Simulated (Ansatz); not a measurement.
# K (hP4 type): the cost of one run

Method: DFT PBE, with the methods named in each step, in Ansatz 0.2.0.

## 1. The starting structure

It takes space group P6_3/mmc (No. 194, hexagonal). The conventional cell has a = 4.749 Å, b = 4.749 Å, c = 15.208 Å, α = 90.00°, β = 90.00°, γ = 120.00°.

As a file:

```xyz
4
Lattice="4.7488 0.0000 0.0000 -2.3744 4.1126 0.0000 0.0000 0.0000 15.2081" Properties=species:S:1:pos:R:3 pbc="T T T"
K     0.0000    0.0000    0.0000
K     0.0000    0.0000    7.6040
K     0.0000    2.7417    3.8020
K     2.3744    1.3709   11.4060
```

Whether this phase is the stable one at these pressures isn't tested.

Atoms are numbered in the order of the input: K1, K2, K3, K4.

## 2. The reference volume, LAPW

Contents of input.yaml:

```yaml
crystal:
  lattice:
    - [4.7488495608, 0.0, 0.0]
    - [-2.3744247804, 4.1126243584, 0.0]
    - [0.0, 0.0, 15.2080558891]
  atoms:
    - { symbol: K, position: [0.0, 0.0, 0.0] }
    - { symbol: K, position: [0.0, 0.0, 0.5] }
    - { symbol: K, position: [0.3333333333, 0.6666666667, 0.25] }
    - { symbol: K, position: [0.6666666667, 0.3333333333, 0.75] }
kpoints:
  mp_grid: { grid: [6, 6, 4] }
  band_path:
    path:
      - [0.0, 0.0, 0.0]
      - [0.5, 0.0, 0.0]
      - [0.3333333333, 0.3333333333, 0.0]
      - [0.0, 0.0, 0.0]
      - [0.0, 0.0, 0.5]
      - [0.5, 0.0, 0.5]
      - [0.3333333333, 0.3333333333, 0.5]
      - [0.0, 0.0, 0.5]
      - [0.5, 0.0, 0.5]
    npoints: 14
scf:
  occupations: { method: fermi_dirac, width: 0.1 }
hamiltonian:
  xc: pbe
  pseudopotentials: { kind: all_electron, lapw: { basis_error: 0.001 } }
output:
  forces: true
  stress: true
  eigenvalues: true
  populations: true
  dos: { projected: true, de: 0.2, e_range: [-14, 8] }
```

Launch:

```sh
$ ansatz run input.yaml --threads 1 --pin off --max-ram 3072MiB --backend cpu --events-out ev --progress --plain --runs-dir out
```

Q: Estimate wall time and peak memory on 1 thread of Arm Neoverse V1, shared host.

About 15 s, with a peak of 0.25 GiB.
